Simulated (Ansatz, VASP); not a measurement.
Si in VASP and in Ansatz

```
CELL_PARAMETERS angstrom
2.65784 0.00000 0.00000
-1.32892 2.30176 0.00000
0.00000 0.00000 8.81111
ATOMIC_POSITIONS crystal
Si 0.00000 0.00000 0.00000
Si 0.00000 0.00000 0.50000
Si 0.33333 0.66667 0.25000
Si 0.66667 0.33333 0.75000
```

Alike in both runs: task single point; functional PBEsol; k mesh 15 × 15 × 4; occupations fermi-dirac, width 0.1 eV; no spin polarisation.

|  | VASP | Ansatz |
| --- | --- | --- |
| version | VASP 6.6.1 | Ansatz 0.2.0 |
| potentials or method | VASP PAW PBE potentials, release 64 (Si) | plane waves (420 eV) with PAW, scalar-relativistic |
| plane-wave cutoff (eV) | 520 | 420 |
| valence electrons in the cell | 16 | 16 |

```csv
,VASP,Ansatz,Ansatz less VASP
pressure (GPa),4.2,4.0,-0.17
largest component of the traceless stress (GPa),1.88,1.87,-0.008
```

With one functional, cell and mesh, what is left measures potentials, basis and numerics. Ansatz warned: «pseudo_functional_mismatch».

Caveats: the PAW data sets were made with another functional, which shifts forces and pressure a little (VASP).
